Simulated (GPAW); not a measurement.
Li:

```
Li
1.0
    -1.75465    1.75465    1.75465
     1.75465   -1.75465    1.75465
     1.75465    1.75465   -1.75465
Li
1
Cartesian
  0.0000 0.0000 0.0000
```

- Program: GPAW 26.7.0
- Task: single point
- Functional: PBE
- Potentials or basis: GPAW PAW data sets (gpaw-data 1.2.1)
- Cutoff: 800 eV
- Basis: pw
- k mesh: 11 × 11 × 11
- Occupations: fermi-dirac, width 0.05 eV
- Spin: no spin polarisation

On this cell: pressure -0.8 GPa; band gap on the k mesh none (metal or under the smearing width).

The same run follows on a disturbed copy (cell strained at random at fixed volume):

```
Li
1.0
    -1.73329    1.76667    1.73520
     1.72839   -1.79094    1.75457
     1.74318    1.80083   -1.75947
Li
1
Cartesian
  -0.0064 -0.0779 0.0361
```

**Question.** What changes?

**Answer.** The energy (extrapolated to zero smearing) moves by +0.2 meV/atom; pressure -0.8 GPa; band gap on the k mesh none (metal or under the smearing width).

Stress tensor (GPa, compression positive):
```
-0.76 -0.07  0.02
-0.07 -0.87  0.19
 0.02  0.19 -0.78
```
